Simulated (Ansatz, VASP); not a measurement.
# BeTe in VASP and in Ansatz

Contents of INCAR:

```
PREC = Accurate ; ENCUT = 520
EDIFF = 1E-6 ; ISMEAR = -1
SIGMA = 0.05 ; LREAL = False
LASPH = True ; NELM = 100
ALGO = Normal ; ISIF = 2
LWAVE = False ; LCHARG = True
GGA = PS ; LELF = True
LVHAR = True ; NBANDS = 11
```

KPOINTS

```
regular mesh
0
Gamma
  8 8 8
```

Contents of POSCAR:

```
BeTe
1.0
    0.0000000000      2.7514088358      2.7514088358
    2.7514088358      0.0000000000      2.7514088358
    2.7514088358      2.7514088358      0.0000000000
Te Be
1 1
Direct
    0.7500000000      0.7500000000      0.7500000000
    0.0000000000      0.0000000000      0.0000000000
```

Contents of input.yaml:

```yaml
crystal:
  lattice:
    - [0.0, 2.7514088358, 2.7514088358]
    - [2.7514088358, 0.0, 2.7514088358]
    - [2.7514088358, 2.7514088358, 0.0]
  atoms:
    - { symbol: Te, position: [0.75, 0.75, 0.75] }
    - { symbol: Be, position: [0.0, 0.0, 0.0] }
kpoints:
  mp_grid: { grid: [8, 8, 8] }
scf:
  occupations: { method: fermi_dirac, width: 0.05 }
hamiltonian:
  xc: pbesol
  pseudopotentials: { kind: all_electron, lapw: { basis_error: 0.0005 } }
output:
  forces: true
  stress: true
  eigenvalues: true
```

Change from the starting cell: volume scaled by 0.98.

Alike in both runs: task single point; functional PBEsol; k mesh 8 × 8 × 8; occupations fermi-dirac, width 0.05 eV; no spin polarisation.

|  | VASP | Ansatz |
| --- | --- | --- |
| version | VASP 6.6.1 | Ansatz 0.2.0 |
| potentials or method | VASP PAW PBE potentials, release 64 (Te, Be) | all-electron LAPW, scalar-relativistic |
| plane-wave cutoff (eV) | 520 | see its input |

|  | VASP | Ansatz | Ansatz less VASP |
| --- | --- | --- | --- |
| gap on the k mesh at the Fermi level (eV) | 1.67 | 1.69 | +0.020 |
| least direct gap on the mesh (eV) | 3.53 | 3.56 | +0.024 |
| pressure (GPa) | 4.0 | 3.7 | -0.32 |

Ansatz ran all-electron here, so the differences hold the error of VASP's frozen core and of both bases.

Caveats: spin-orbit coupling is left out, which moves the levels of the heavy elements; the PAW data sets were made with another functional, which shifts forces and pressure a little (VASP). A k mesh can miss the band edges.
